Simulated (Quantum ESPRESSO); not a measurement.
# GaP (F-43m) in Quantum ESPRESSO: further runs

The runs below take GaP through relaxation of cell and atoms, with PBE.

Everything below comes from runs of Quantum ESPRESSO 7.5. Logs are shortened: lines on timing, memory, paths and dates and some standing lists are left out, and cuts for length are marked.

## Step 1: Starting point

It takes space group F-43m (No. 216, cubic). Conventional cell: a = 5.450 Å, b = 5.450 Å, c = 5.450 Å, α = 90.00°, β = 90.00°, γ = 90.00°. Around Ga (site symmetry -43m) lie 4 P at 2.36 Å. P (site symmetry -43m) has 4 Ga at 2.36 Å as nearest neighbours.

The cell was built by a generator and isn't the measured one.

## Step 2: Relaxation of cell and atoms, PBE, target pressure 12 GPa, at which the enthalpy is minimised

pw.in reads:

```
&CONTROL
  calculation = 'vc-relax'
  prefix = 'pwscf'
  outdir = './tmp'
  pseudo_dir = './pseudo'
  tprnfor = .true.
  tstress = .true.
  disk_io = 'low'
  nstep = 40
  forc_conv_thr = 0.0004
  etot_conv_thr = 1d-05
/
&SYSTEM
  ibrav = 0
  nat = 2
  ntyp = 2
  ecutwfc = 70
  ecutrho = 560
  nbnd = 15
  occupations = 'fixed'
/
&ELECTRONS
  conv_thr = 4d-10
  electron_maxstep = 120
  mixing_beta = 0.5
/
&IONS
  ion_dynamics = 'bfgs'
/
&CELL
  cell_dynamics = 'bfgs'
  press = 120
  press_conv_thr = 0.3
/
ATOMIC_SPECIES
Ga    69.7230 Ga.pbe-dn-kjpaw_psl.1.0.0.UPF
P     30.9738 P.pbe-n-rrkjus_psl.1.0.0.UPF
CELL_PARAMETERS angstrom
   0.0000000000    2.7250000000    2.7250000000
   2.7250000000    0.0000000000    2.7250000000
   2.7250000000    2.7250000000    0.0000000000
ATOMIC_POSITIONS crystal
Ga     0.0000000000    0.0000000000    0.0000000000
P      0.2500000000    0.2500000000    0.2500000000
K_POINTS automatic
10 10 10 0 0 0
```

Potentials or basis: SSSP 1.3 efficiency PBE.

Command:

```console
> OMP_NUM_THREADS=1 pw.x -in pw.in > pw.out
```

pw.out:

```text
This program is part of the open-source Quantum ESPRESSO suite
     for quantum simulation of materials; please cite
         "P. Giannozzi et al., J. Phys.:Condens. Matter 21 395502 (2009);
         "P. Giannozzi et al., J. Phys.:Condens. Matter 29 465901 (2017);
         "P. Giannozzi et al., J. Chem. Phys. 152 154105 (2020);
     in publications or presentations arising from this work. More details at

     file Ga.pbe-dn-kjpaw_psl.1.0.0.UPF: wavefunction(s)  4S renormalized
     Message from routine setup:
     using ibrav=0 with symmetry is DISCOURAGED, use correct ibrav instead

     G-vector sticks info
     --------------------
     sticks:   dense  smooth     PW     G-vecs:    dense   smooth      PW
     Sum        2053    1027    313                61239    21595    3527

     Using Slab Decomposition

     bravais-lattice index     =            0
     lattice parameter (alat)  =       7.2825  a.u.
     unit-cell volume          =     273.1028 (a.u.)^3
     number of atoms/cell      =            2
     number of atomic types    =            2
     number of electrons       =        18.00
     number of Kohn-Sham states=           15
     kinetic-energy cutoff     =      70.0000  Ry
     charge density cutoff     =     560.0000  Ry
     scf convergence threshold =      4.0E-10
     mixing beta               =       0.5000
     number of iterations used =            8  plain     mixing
     energy convergence thresh.=      1.0E-05
     force convergence thresh. =      4.0E-04
     press convergence thresh. =      3.0E-01
     Exchange-correlation= PBE
                           (   1   4   3   4   0   0   0)
     nstep                     =           40

     celldm(1)=   7.282498  celldm(2)=   0.000000  celldm(3)=   0.000000
     celldm(4)=   0.000000  celldm(5)=   0.000000  celldm(6)=   0.000000

     crystal axes: (cart. coord. in units of alat)
               a(1) = (   0.000000   0.707107   0.707107 )
               a(2) = (   0.707107   0.000000   0.707107 )
               a(3) = (   0.707107   0.707107   0.000000 )

     reciprocal axes: (cart. coord. in units 2 pi/alat)
               b(1) = ( -0.707107  0.707107  0.707107 )
               b(2) = (  0.707107 -0.707107  0.707107 )
               b(3) = (  0.707107  0.707107 -0.707107 )

     PseudoPot. # 1 for Ga read from file:
     Ga.pbe-dn-kjpaw_psl.1.0.0.UPF
     Pseudo is Projector augmented-wave + core cor, Zval = 13.0
     Generated using "atomic" code by A. Dal Corso  v.5.1
     Shape of augmentation charge: PSQ
     Using radial grid of 1205 points,  6 beta functions with:
                l(1) =   0
                l(2) =   0
                l(3) =   1
                l(4) =   1
                l(5) =   2
                l(6) =   2
     Q(r) pseudized with 0 coefficients

     PseudoPot. # 2 for P  read from file:
     P.pbe-n-rrkjus_psl.1.0.0.UPF
     Pseudo is Ultrasoft + core correction, Zval =  5.0
     Generated using "atomic" code by A. Dal Corso  v.5.1
     Using radial grid of 1147 points,  6 beta functions with:
                l(1) =   0
                l(2) =   0
                l(3) =   1
                l(4) =   1
                l(5) =   2
                l(6) =   2
     Q(r) pseudized with 0 coefficients

     atomic species   valence    mass     pseudopotential
     Ga               13.00    69.72300     Ga( 1.00)
     P                 5.00    30.97380     P ( 1.00)

     24 Sym. Ops. (no inversion) found

   Cartesian axes

     site n.     atom                  positions (alat units)
         1        Ga     tau(   1) = (   0.0000000   0.0000000   0.0000000  )
         2        P      tau(   2) = (   0.3535534   0.3535534   0.3535534  )

     number of k points=    47
                       cart. coord. in units 2pi/alat
        k(    1) = (   0.0000000   0.0000000   0.0000000), wk =   0.0020000
        k(    2) = (   0.0707107   0.0707107  -0.0707107), wk =   0.0160000
        k(    3) = (   0.1414214   0.1414214  -0.1414214), wk =   0.0160000
        k(    4) = (   0.2121320   0.2121320  -0.2121320), wk =   0.0160000
        k(    5) = (   0.2828427   0.2828427  -0.2828427), wk =   0.0160000
        k(    6) = (  -0.3535534  -0.3535534   0.3535534), wk =   0.0080000
[... 39 lines left out ...]
        k(   46) = (  -0.0707107  -0.3535534   0.6363961), wk =   0.0480000
        k(   47) = (  -0.7071068   0.2828427   0.0000000), wk =   0.0240000

     Dense  grid:    61239 G-vectors     FFT dimensions: (  60,  60,  60)

     Smooth grid:    21595 G-vectors     FFT dimensions: (  40,  40,  40)

     Initial potential from superposition of free atoms

     starting charge      17.9969, renormalised to      18.0000
     Starting wfcs are   13 randomized atomic wfcs +    2 random wfcs

     Self-consistent Calculation

     iteration #  1     ecut=    70.00 Ry     beta= 0.50
     Davidson diagonalization with overlap
     ethr =  1.00E-02,  avg # of iterations =  5.7

     Threshold (ethr) on eigenvalues was too large:
     Diagonalizing with lowered threshold

     Davidson diagonalization with overlap
     ethr =  3.62E-04,  avg # of iterations =  7.0

     total energy              =    -292.01561127 Ry
     estimated scf accuracy    <       0.07358239 Ry

     iteration #  2     ecut=    70.00 Ry     beta= 0.50
     Davidson diagonalization with overlap
     ethr =  4.09E-04,  avg # of iterations =  2.3

     total energy              =    -292.02923193 Ry
     estimated scf accuracy    <       0.00675847 Ry

     iteration #  3     ecut=    70.00 Ry     beta= 0.50
     Davidson diagonalization with overlap
     c_bands:  1 eigenvalues not converged
     ethr =  3.75E-05,  avg # of iterations =  8.0

     total energy              =    -292.03319969 Ry
     estimated scf accuracy    <       0.00380734 Ry

     iteration #  4     ecut=    70.00 Ry     beta= 0.50
     Davidson diagonalization with overlap
     ethr =  2.12E-05,  avg # of iterations =  2.0

     total energy              =    -292.03346416 Ry
     estimated scf accuracy    <       0.00073178 Ry

     iteration #  5     ecut=    70.00 Ry     beta= 0.50
     Davidson diagonalization with overlap
     ethr =  4.07E-06,  avg # of iterations =  5.5

     total energy              =    -292.03366041 Ry
     estimated scf accuracy    <       0.00003746 Ry

     iteration #  6     ecut=    70.00 Ry     beta= 0.50
     Davidson diagonalization with overlap
     c_bands:  1 eigenvalues not converged
     ethr =  2.08E-07,  avg # of iterations =  6.4

     total energy              =    -292.03369586 Ry
     estimated scf accuracy    <       0.00000208 Ry

     iteration #  7     ecut=    70.00 Ry     beta= 0.50
     Davidson diagonalization with overlap
     ethr =  1.15E-08,  avg # of iterations =  5.4

     total energy              =    -292.03369821 Ry
     estimated scf accuracy    <       0.00000038 Ry

     iteration #  8     ecut=    70.00 Ry     beta= 0.50
     Davidson diagonalization with overlap
     ethr =  2.13E-09,  avg # of iterations =  3.7

     total energy              =    -292.03369837 Ry
     estimated scf accuracy    <       0.00000003 Ry

     iteration #  9     ecut=    70.00 Ry     beta= 0.50
     Davidson diagonalization with overlap
     ethr =  1.81E-10,  avg # of iterations =  5.2

     total energy              =    -292.03369839 Ry
     estimated scf accuracy    <          2.8E-09 Ry

     iteration # 10     ecut=    70.00 Ry     beta= 0.50
     Davidson diagonalization with overlap
     ethr =  1.58E-11,  avg # of iterations =  5.0

     total energy              =    -292.03369840 Ry
     estimated scf accuracy    <          5.1E-10 Ry

[... 75 further cycles ...]
     iteration # 20     ecut=    70.00 Ry     beta= 0.50
     Davidson diagonalization with overlap
     ethr =  3.52E-10,  avg # of iterations =  6.6

     total energy              =    -292.02265643 Ry
     estimated scf accuracy    <       0.00000049 Ry

     iteration # 21     ecut=    70.00 Ry     beta= 0.50
     Davidson diagonalization with overlap
     ethr =  3.52E-10,  avg # of iterations =  4.6

     total energy              =    -292.02265650 Ry
     estimated scf accuracy    <       0.00000004 Ry

     iteration # 22     ecut=    70.00 Ry     beta= 0.50
     Davidson diagonalization with overlap
     ethr =  2.21E-10,  avg # of iterations =  1.0

     total energy              =    -292.02265650 Ry
     estimated scf accuracy    <          5.3E-09 Ry
[... 33 lines left out ...]
     total energy              =    -292.02265650 Ry
     estimated scf accuracy    <          3.0E-11 Ry

     iteration # 28     ecut=    70.00 Ry     beta= 0.50
     Davidson diagonalization with overlap
     ethr =  1.66E-13,  avg # of iterations =  1.1

     total energy              =    -292.02265650 Ry
     estimated scf accuracy    <          1.6E-11 Ry

     iteration # 29     ecut=    70.00 Ry     beta= 0.50
     Davidson diagonalization with overlap
     ethr =  1.00E-13,  avg # of iterations =  1.6

     End of self-consistent calculation

          k = 0.0000 0.0000 0.0000 (  2445 PWs)   bands (ev):

    -6.4542  -6.4542  -6.4542  -6.3247  -6.3247  -4.9366   8.2691   8.2691
     8.2691  10.8525  12.1171  12.1171  12.1171  17.4879  18.1120

          k = 0.0728 0.0728-0.0728 (  2481 PWs)   bands (ev):

    -6.4690  -6.4500  -6.4500  -6.3249  -6.3249  -4.7888   7.0769   8.0898
     8.0898  11.2151  12.3841  12.3841  12.6353  17.6195  17.6195

          k = 0.1457 0.1457-0.1457 (  2490 PWs)   bands (ev):

    -6.5028  -6.4400  -6.4400  -6.3243  -6.3243  -4.3633   5.1332   7.7090
     7.7090  10.9277  12.8835  12.8835  14.2434  17.1819  17.1819

          k = 0.2185 0.2185-0.2185 (  2472 PWs)   bands (ev):

    -6.5381  -6.4297  -6.4297  -6.3213  -6.3213  -3.7108   3.2640   7.3425
     7.3425  10.5509  13.0943  13.0943  15.8924  17.6550  17.6550
[... 118 lines left out ...]
    -6.6019  -6.3750  -6.3750  -6.3713  -6.2981  -2.2310   1.9679   5.4390
     5.4390   9.7073  10.4810  18.1236  18.1236  19.3219  20.3390

          k =-0.0728-0.6556 0.6556 (  2460 PWs)   bands (ev):

    -6.6063  -6.3784  -6.3705  -6.3666  -6.2983  -1.7202   1.3521   4.8685
     5.3784   9.9363  10.7129  18.1384  18.3007  20.2742  20.5434

          k =-0.0000-0.5827 0.5827 (  2466 PWs)   bands (ev):

    -6.5992  -6.3876  -6.3741  -6.3583  -6.3043  -1.5121   1.2198   4.0780
     5.5637  10.1695  12.2659  17.4444  17.4564  18.8250  19.3471

          k =-0.7284 0.0000-0.0000 (  2466 PWs)   bands (ev):

    -6.6127  -6.3770  -6.3662  -6.3662  -6.2953  -1.5372   1.0679   5.2539
     5.2539   9.7219   9.9838  19.5057  19.5057  20.3302  20.7886

          k = 0.2914 0.1457-0.0000 (  2494 PWs)   bands (ev):

    -6.5290  -6.4283  -6.4247  -6.3363  -6.3159  -3.9994   4.6947   6.2352
     7.3017  11.5605  12.4895  13.9095  14.1934  16.5348  18.6332

          k = 0.3642 0.2185-0.0728 (  2476 PWs)   bands (ev):

    -6.5526  -6.4204  -6.4143  -6.3363  -6.3137  -3.3684   3.2623   5.5874
     6.9155  11.7441  12.7502  13.8844  14.7414  17.2868  19.9455

          k =-0.2914-0.4371 0.5827 (  2469 PWs)   bands (ev):

    -6.5694  -6.4169  -6.4072  -6.3312  -6.3136  -2.6482   1.9156   5.3165
     6.5454  11.6792  12.6064  14.3341  15.5549  18.3880  19.8603
[... 33 lines left out ...]
    -6.5957  -6.3863  -6.3797  -6.3609  -6.3018  -2.1281   1.9034   4.9515
     5.2890  10.5814  11.2191  16.1276  18.0947  19.2007  21.3295

          k =-0.0728-0.5099 0.6556 (  2461 PWs)   bands (ev):

    -6.5948  -6.3926  -6.3774  -6.3539  -6.3063  -1.6318   1.3907   4.2350
     5.1970  10.9453  12.3969  15.7163  17.3470  18.9364  20.9643

          k =-0.0000-0.4371 0.5827 (  2480 PWs)   bands (ev):

    -6.5871  -6.4026  -6.3807  -6.3446  -6.3135  -1.6277   1.4224   3.7964
     5.4902  11.2834  14.0598  15.1621  15.9483  18.2341  19.4561

          k =-0.7284 0.1457 0.0000 (  2472 PWs)   bands (ev):

    -6.6053  -6.3778  -6.3765  -6.3607  -6.3001  -1.4934   1.1437   4.8671
     4.9094  10.5408  10.8133  17.7777  17.9017  20.5056  20.5319

          k =-0.1457-0.4371 0.7284 (  2460 PWs)   bands (ev):

    -6.5852  -6.4042  -6.3819  -6.3460  -6.3116  -1.8761   1.6936   4.1796
     5.2311  12.3959  12.9700  13.7424  17.1017  18.2620  20.3348

          k =-0.0728-0.3642 0.6556 (  2468 PWs)   bands (ev):

    -6.5865  -6.4047  -6.3788  -6.3439  -6.3141  -1.5736   1.4073   4.0077
     4.9668  12.6153  13.3142  14.4052  15.5260  18.7778  21.2816

          k =-0.7284 0.2914-0.0000 (  2470 PWs)   bands (ev):

    -6.5916  -6.3984  -6.3762  -6.3484  -6.3108  -1.4196   1.2852   4.3310
     4.4570  12.3542  12.7002  15.2796  15.3547  20.4884  20.6510

     highest occupied, lowest unoccupied level (ev):     8.2691    9.7073

!    total energy              =    -292.02265650 Ry
     estimated scf accuracy    <          8.2E-13 Ry

     The total energy is the sum of the following terms:
     one-electron contribution =    -110.16929036 Ry
     hartree contribution      =      71.70087216 Ry
     xc contribution           =     -42.72493023 Ry
     ewald contribution        =     -99.39539925 Ry
     one-center paw contrib.   =    -111.43390883 Ry

     convergence has been achieved in  29 iterations

     Forces acting on atoms (cartesian axes, Ry/au):

     atom    1 type  1   force =     0.00000000   -0.00000000    0.00000000
     atom    2 type  2   force =    -0.00000000    0.00000000    0.00000000

     Total force =     0.000000     Total SCF correction =     0.000000

     Computing stress (Cartesian axis) and pressure

          total   stress  (Ry/bohr**3)                   (kbar)     P=      118.98
   0.00080883   0.00000000   0.00000000          118.98        0.00        0.00
   0.00000000   0.00080883   0.00000000            0.00      118.98        0.00
  -0.00000000   0.00000000   0.00080883           -0.00        0.00      118.98

=------------------------------------------------------------------------------=
   JOB DONE.
=------------------------------------------------------------------------------=
```

It took 15 min on 1 thread of AMD EPYC, shared host; peak memory 0.28 GiB.

What came out:

- Free energy: -3973.1706 eV
- Relaxed volume: 18.51 Å³/atom
- Relaxed cell: a = 3.741 Å, b = 3.741 Å, c = 3.741 Å, α = 60.00°, β = 60.00°, γ = 60.00°
- Space group after relaxing (to 0.05 Å): F-43m (No. 216)
- Energy change on relaxing (the enthalpy is what falls): +73.7 meV/atom
- Ionic steps: 5
- Pressure after relaxing: 11.9 GPa
- Band gap on the k mesh: 1.44 eV, indirect (least direct gap 2.58 eV)

The path:
| step | energy change (eV) | largest force (eV/Å) | pressure (GPa) | volume (Å³) |
| --- | --- | --- | --- | --- |
| 1 | 0.0000 | 0.0000 | 2.42 | 40.47 |
| 2 | 0.0576 | 0.0000 | 7.28 | 38.53 |
| 3 | 0.1638 | 0.0000 | 12.74 | 36.81 |
| 4 | 0.1465 | 0.0000 | 11.96 | 37.03 |
| 5 | 0.1475 | 0.0000 | 12.00 | 37.02 |

Final structure:
```
Ga P
1.0
     0.00000    2.64525    2.64525
     2.64525    0.00000    2.64525
     2.64525    2.64525    0.00000
Ga P
1 1
Direct
  0.00000 0.00000 0.00000
  0.25000 0.25000 0.25000
```

Levels at points of the mesh, in eV from the valence-band top:
```
             k point  band 5  band 6  band 7  band 8  band 9  band 10  band 11  band 12  band 13  band 14
  (0.00, 0.00, 0.00)  -14.59  -13.21    0.00    0.00    0.00     2.58     3.85     3.85     3.85     9.22
 (0.00, 0.00, -0.50)  -14.58  -10.83   -7.18   -1.26   -1.26     1.95     4.67     4.67     8.44    11.57
(0.00, -0.50, -0.50)  -14.56   -9.81   -7.20   -3.02   -3.02     1.45     1.71    11.24    11.24    12.06
```

(Part 1 of 2 ends here.)
